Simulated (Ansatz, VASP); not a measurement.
**C in VASP and in Ansatz**

Contents of INCAR:

```
SYSTEM = C
  ALGO = Normal
  EDIFF = 1E-6
  ENCUT = 520
  ISIF = 2
  ISMEAR = -1
  LASPH = .True.
  LCHARG = .False.
  LREAL = .False.
  LWAVE = .False.
  NBANDS = 11
  NELM = 100
  PREC = Accurate
  SIGMA = 0.05
```

Contents of KPOINTS:

```
k-points
0
Gamma
  13 13 8
  0 0 0
```

Contents of POSCAR:

```
C
1.0
    2.0838934217     -1.2032084158      0.0000000000
    2.0838934217      1.2032084158      0.0000000000
   -1.3509174534      0.0000000000      3.4313236862
C
2
Direct
    0.1666444700      0.1666444700      0.9999069600
    0.8333555300      0.8333555300      0.0000930400
```

File input.yaml:

```yaml
crystal:
  lattice:
    - [2.0838934217, -1.2032084158, 0.0]
    - [2.0838934217, 1.2032084158, 0.0]
    - [-1.3509174534, 0.0, 3.4313236862]
  atoms:
    - { symbol: C, position: [0.16664447, 0.16664447, 0.99990696] }
    - { symbol: C, position: [0.83335553, 0.83335553, 9.304e-05] }
hamiltonian:
  xc: lda
  pseudopotentials: { kind: paw }
kpoints:
  mp_grid: { grid: [13, 13, 8] }
scf:
  occupations: { method: fermi_dirac, width: 0.05 }
output:
  forces: true
  stress: true
  eigenvalues: true
  write_density: true
  write_potential: true
  elf: true
  volumetric_format: npy
```

This is a stacking variant of graphite.

Alike in both runs: task single point; functional LDA; k mesh 13 × 13 × 8; occupations fermi-dirac, width 0.05 eV; no spin polarisation.

|  | VASP | Ansatz |
| --- | --- | --- |
| version | VASP 6.6.1 | Ansatz 0.2.0 |
| potentials or method | VASP PAW LDA potentials, release 64 (C) | Ansatz PAW |
| plane-wave cutoff (eV) | 520 | 420 |
| valence electrons in the cell | 8 | 8 |

```tsv
	VASP	Ansatz	Ansatz less VASP
gap on the k mesh at the Fermi level (eV)	0.92	0.92	+0.002
least direct gap on the mesh (eV)	0.93	0.93	+0.003
pressure (GPa)	15.0	14.2	-0.79
largest component of the traceless stress (GPa)	15.80	14.86	-0.942
```

Caveats: an odd mesh through Γ misses points on the zone boundary, where band edges often lie (VASP); odd divisions of the mesh miss points on the zone boundary, where band edges often lie, so the gap on the mesh can be too wide (Ansatz); the pressure holds a Pulay correction of +0.7 GPa for the finite cutoff (Ansatz); the PAW data sets come from PBE, with cores solved anew for the run's functional, which leaves a small shift of forces and pressure (Ansatz).
